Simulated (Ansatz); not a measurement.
Zr: energy along a strain

Zr, Fm-3m, a = 4.510 Å (as given, not relaxed at this level: 1.1 GPa). This isn't the element's structure at ambient conditions. Ansatz: PBE, PAW, 420 eV, Γ-centred 18×18×18 mesh on 1 atom, Gaussian smearing 0.15 eV; no spin polarisation. Cell vectors (Å): 0.000 2.255 2.255; 2.255 0.000 2.255; 2.255 2.255 0.000. The cell is strained by x per cent times the pattern (0 1 0 0 0 0) in the order xx yy zz yz xz xy (engineering shears), with fractional coordinates held. y is the free energy over the start, V0 = 22.933 Å³/atom.

| x (%) | y (meV/atom) |
| --- | --- |
| -6.00 | ? |
| -4.50 | 24.40 |
| -3.00 | 12.25 |
| 0.00 | 0.00 |
| 1.50 | -0.40 |
| 4.50 | 9.38 |
| 6.00 | 19.11 |

**Question.** Fit y = c1 x + c2 x² + c3 x³ to the other rows, get the stiffness along the pattern, and predict the missing energy.

**Answer.** Least squares on the rows shown. y = −1.4908 x + 0.83379 x² − 0.0090198 x³. The clamped-ion stiffness p·C·p = 2 × 8.338 eV × 160.2 / 22.933 Å³ = 116 GPa, which is C22 in these axes (C11 of the cubic crystal) (second derivative at the start, which stands under stress). At x = -6.00 the fit asked for gives 40.91 meV/atom. The run gave 40.67 meV/atom, so the fit is 0.24 meV/atom too high, 0.58 % of the span of the series, against an rms of 0.02 meV/atom on the fitted rows. The row lies outside the fitted range. With a term in x⁴ added, a fit to the same known rows predicts 40.71 meV/atom, so most of the miss is curvature that the known rows already hold.